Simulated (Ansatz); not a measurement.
Runs of Ansatz 0.2.0 on CuAu. The structure is tetragonal, space group P4/mmm (No. 123). Conventional cell: a = 2.811 Å, b = 2.811 Å, c = 3.685 Å, α = 90.00°, β = 90.00°, γ = 90.00°. Around Au (site symmetry 4/mmm) lie 8 Cu at 2.71 Å and 4 Au at 2.81 Å. Cu (site symmetry 4/mmm) is surrounded by 8 Au at 2.71 Å and 4 Cu at 2.81 Å. 

```tsv
task	level	spin	k mesh	cutoff (eV)	points for each segment of the path	q mesh	gap on the mesh (eV)	pressure (GPa)	V0 of scaled cells (Å³/atom)	B0 (GPa)
equation of state	LDA	off	9 × 9 × 7	420	-	-	-	-	13.78	194
band structure	PBEsol	SOC, no magnetisation	9 × 9 × 7	420	14	-	none	-4.9	-	-
phonons	PBE	off	8 × 8 × 6	420	8	2 × 2 × 2	none	-	-	-
band structure	PBEsol	off	9 × 9 × 7	420	14	-	none	(a)	-	-
equation of state	r2SCAN	off	9 × 9 × 7	500	-	-	-	-	14.52	159
equation of state	PBEsol	off	9 × 9 × 7	420	-	-	-	-	(b)	(c)
```

Alike in all rows: potentials or basis Ansatz PAW; cell as given; smearing fermi-dirac 0.05 eV.

**Question.** Estimate the missing entries.

**Answer.** (a) -4.0; (b) 14.21; (c) 174.

Caveats: the cell was scaled at fixed shape and fractional positions, which overstates the stiffness of a crystal with free parameters, most of all of layers and chains (some runs); the PAW data sets come from PBE, with cores solved anew for the run's functional, which leaves a small shift of forces and pressure (some runs); some levels weren't fully converged (some runs); spin-orbit coupling is left out, which moves the levels of the heavy elements (some runs); the PAW data sets were made with another functional, which shifts forces and pressure a little (some runs).

A k mesh can miss the band edges, and rows without SOC leave out spin-orbit coupling on Au.

A gap of «none» marks a metal or a gap under the smearing width.
